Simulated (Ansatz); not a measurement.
## AlAs (F-43m) under pressure

```
Al As
1.0
     2.81457    2.81457    0.00000
    -2.81457    2.81457    0.00000
     0.00000    2.81457    2.81457
Al As
1 1
Direct
  0.00000 0.00000 0.00000
  0.75000 0.25000 0.50000
```

This is the zero-pressure cell under LDA. Cell and atoms are relaxed by PAW (default files of Ansatz 0.2.0, cutoff 420 eV, stress met within about 0.05 GPa) at each pressure, in this structure whether or not another phase would take over; P is the pressure reached, less that of this cell. Levels come from LDA, all-electron LAPW in Ansatz 0.2.0, scalar-relativistic; k mesh 8×8×8, fixed occupations, basis error target 0.5 meV/atom. Conduction levels are in eV over the valence top (at Γ), at fixed fractional wave vectors. Zone-centre phonons come from finite displacements by PAW, without the LO-TO term.

```
P (GPa)    V/V₀      X      Γ      L  T2 TO (cm⁻¹)
  -1.97  1.0281  1.367  1.760  1.973         347.1
   0.00  1.0000  1.322  1.977  2.078         358.4
   2.00  0.9752  1.279  2.178  2.174         369.1
   4.00       ?      ?      ?      ?             ?
   6.96  0.9248  1.181  2.611  2.382         392.2
   9.98  0.8997  1.126  2.840  2.493         404.7
  14.97  0.8642  1.041  3.182  2.657         423.6
```

Problem. Fit the third-order Birch-Murnaghan equation to the rows shown.

Solution. With f = [(V₀/V)^(2/3) − 1]/2, the normalised pressure F = P/[3f(1 + 2f)^(5/2)] is 75.4 GPa at f = -0.0091, 75.7 GPa at f = 0.0084, 76.2 GPa at f = 0.0267, 76.4 GPa at f = 0.0365, 76.6 GPa at f = 0.0511. The line F = B₀[1 + (3/2)(B′ − 4)f] gives B₀ = 75.6 GPa and B′ = 4.2.

Problem. What are the volume deformation potentials and pressure coefficients of these levels at zero pressure?

Solution. 

```csv
level,dE/dlnV (eV),dE/dP = −(dE/dlnV)/B₀ (meV/GPa),mean slope up to 2.0 GPa (meV/GPa)
X,1.68,-22.2,-21.6
Γ,-7.92,104.7,100.2
L,-3.80,50.3,48.1
```

dE/dlnV is the slope of a cubic fit in ln V at V₀. The last column is read from two rows and shows how the slope bends with pressure.

Problem. What mode Grüneisen parameters follow?

Solution. γ = −d ln ω/d ln V at V₀ from a quadratic fit in ln V: T2 1.16.

Problem. Fill the row at 4.00 GPa.

Solution. The fits give V/V₀ = 0.9532 and X = 1.238 eV. Computed: V/V₀ = 0.9532, X = 1.238, Γ = 2.362, L = 2.263, T2 TO (cm⁻¹) = 378.9.

Limits of these numbers: no other phase was computed; many crystals of this kind change structure within this range, and rows or crossings beyond such a change describe a metastable lattice; no spin-orbit coupling on heavy atoms; the frozen-core PAW files of the relaxations were fitted under PBE, their cores solved anew for this functional; semilocal gaps are low, and the spacing of valleys can be off by tenths of an eV; levels are read at fixed fractional k, so an edge that moves off these points is missed.
